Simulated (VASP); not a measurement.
## SiNi: relaxation of cell and atoms with r2SCAN

SiNi:

```
Si Ni
1.0
     2.94277    0.00000    0.00000
     0.00000    3.28033    0.00000
     0.00000    0.00000    4.67745
Si Ni
2 2
Direct
  0.00000 0.00000 0.15686
  0.50000 0.50000 0.84314
  0.00000 0.00000 0.65750
  0.50000 0.50000 0.34250
```

The cell is a database's computed one.

* Program: VASP 6.6.1
* Task: relaxation of cell and atoms
* Functional: r2SCAN
* Potentials or basis: VASP PAW PBE potentials, release 64 (Si, Ni)
* Cutoff: 600 eV
* k mesh: 12 × 12 × 8
* Occupations: methfessel-paxton, width 0.1 eV
* Spin: no spin polarisation
* Further INCAR settings: ALGO = Normal; EDIFF = 1e-06; IBRION = 2; EDIFFG = -0.01; NSW = 90; ISIF = 3

```json
{
  "Relaxed volume": "11.31 Å³/atom",
  "Relaxed cell": "a = 2.951 Å, b = 3.281 Å, c = 4.672 Å, α = 90.00°, β = 90.00°, γ = 90.00°",
  "Space group after relaxing (to 0.05 Å)": "Pmmn (No. 59)",
  "Energy gained by relaxing": "0.1 meV/atom",
  "Ionic steps": "19",
  "Pressure after relaxing": "-0.1 GPa",
  "Band gap on the k mesh": "none (metal or under the smearing width)"
}
```

Forces in eV/Å, atoms in the order of the input:
```
Si   0.000  0.000 -0.001
Si   0.000  0.000  0.001
Ni   0.000  0.000  0.003
Ni   0.000  0.000 -0.003
```

Stress tensor (GPa, compression positive):
```
 0.02  0.00  0.00
 0.00 -0.07  0.00
 0.00  0.00 -0.12
```

Step by step:
```tsv
step	energy change (eV)	largest force (eV/Å)	pressure (GPa)	volume (Å³)
1	0.0000	0.0423	0.24	45.15
2	-0.0003	0.0132	-0.26	45.26
3	-0.0003	0.0128	-0.38	45.27
4	-0.0004	0.0018	0.04	45.22
5	-0.0004	0.0028	-0.05	45.23
6	-0.0004	0.0028	0.22	45.23
7	-0.0004	0.0025	-0.27	45.29
8	-0.0004	0.0010	-0.18	45.26
9	-0.0004	0.0015	-0.33	45.25
10	-0.0004	0.0021	-0.26	45.24
11	-0.0004	0.0025	-0.15	45.24
12	-0.0004	0.0028	-0.10	45.23
13	-0.0004	0.0034	0.27	45.23
14	-0.0004	0.0027	-0.29	45.23
15	-0.0004	0.0029	0.08	45.23
16	-0.0004	0.0028	-0.07	45.23
17	-0.0004	0.0028	-0.04	45.23
18	-0.0004	0.0018	-0.10	45.23
19	-0.0004	0.0027	-0.06	45.23
```

Final structure:
```cif
data_structure
_symmetry_space_group_name_H-M 'P 1'
_symmetry_Int_Tables_number 1
_cell_length_a 2.9509
_cell_length_b 3.2813
_cell_length_c 4.6717
_cell_angle_alpha 90.000
_cell_angle_beta 90.000
_cell_angle_gamma 90.000
_cell_volume 45.23
loop_
_atom_site_label
_atom_site_type_symbol
_atom_site_fract_x
_atom_site_fract_y
_atom_site_fract_z
_atom_site_occupancy
Si1 Si 0.00000 0.00000 0.15648 1
Si2 Si 0.50000 0.50000 0.84352 1
Ni1 Ni 0.00000 0.00000 0.65673 1
Ni2 Ni 0.50000 0.50000 0.34327 1
```

Levels at points of the mesh, in eV from the Fermi level:
| k point | band 12 | band 13 | band 14 | band 15 | band 16 | band 17 |
| --- | --- | --- | --- | --- | --- | --- |
| (0.00, 0.00, 0.00) | -2.08 | -2.03 | -1.41 | 1.31 | 3.07 | 5.55 |
| (0.50, 0.00, 0.00) | -2.70 | -1.72 | -1.72 | 1.94 | 1.94 | 3.64 |
| (0.00, 0.50, 0.00) | -2.33 | -2.33 | -2.33 | 1.33 | 1.33 | 5.29 |
| (0.50, 0.50, 0.00) | -2.23 | -1.69 | -1.69 | 1.70 | 1.70 | 2.09 |
| (0.00, 0.00, 0.50) | -2.08 | 1.16 | 1.75 | 2.27 | 2.74 | 3.07 |
| (0.50, 0.00, 0.50) | -2.29 | -1.52 | -1.52 | 3.86 | 3.86 | 5.72 |
| (0.00, 0.50, 0.50) | -2.17 | -2.08 | -2.08 | 5.57 | 5.57 | 5.74 |
| (0.50, 0.50, 0.50) | -2.24 | -1.60 | -1.60 | -0.42 | -0.42 | 1.18 |

Wall time 23 min on 2 MPI ranks on Intel(R) Xeon(R) Platinum 8488C (Sapphire Rapids), on a shared host, peak memory 0.35 GiB a rank.

Caveat: the PAW data sets were made with another functional, which shifts forces and pressure a little. Spin polarisation is off, so any magnetic state and its effect on volume and gap are missing.
